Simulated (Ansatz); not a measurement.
Phonon spectrum of LiCl

Computed with DFT PBE, scalar-relativistic, plane waves, PAW (Ansatz). Plane waves to 420 eV; Γ-centred k mesh 6×6×4; fixed occupations. No spin polarisation. Phonons by linear response, acoustic sum rule imposed.

Relaxed structure:
```
CELL_PARAMETERS angstrom
3.92841 0.00000 0.00000
-1.96421 3.40211 0.00000
0.00000 0.00000 6.28389
ATOMIC_POSITIONS crystal
Li 0.33333 0.66667 0.81555
Li 0.66667 0.33333 0.31555
Cl 0.66667 0.33333 0.93450
Cl 0.33333 0.66667 0.43450
```

It was reached by relaxing an invented guess, and it needn't be the stable form of this composition. The q mesh is coarse, so values between its points are rough.

Force constants from linear response on a 2×2×1 q mesh.

Task: Is the structure dynamically stable on the q mesh?

Result: Yes, on this mesh: no mode is imaginary.

Task: Give the frequencies (cm⁻¹) at the zone-boundary points of high symmetry (interpolated where a point lies off the q mesh).

Result:
```csv
point,q,frequencies
M,0.500 0.000 0.000,69 100 111 141 160 176 292 295 298 302 368 369
K,0.333 0.333 0.000,116 116 117 155 155 161 290 290 328 335 335 339
A,0.000 0.000 0.500,53 53 53 53 119 119 304 304 304 304 391 391
L,0.500 0.000 0.500,91 91 92 92 180 180 299 299 300 300 368 368
H,0.333 0.333 0.500,85 85 139 139 168 168 294 294 332 332 336 336
```
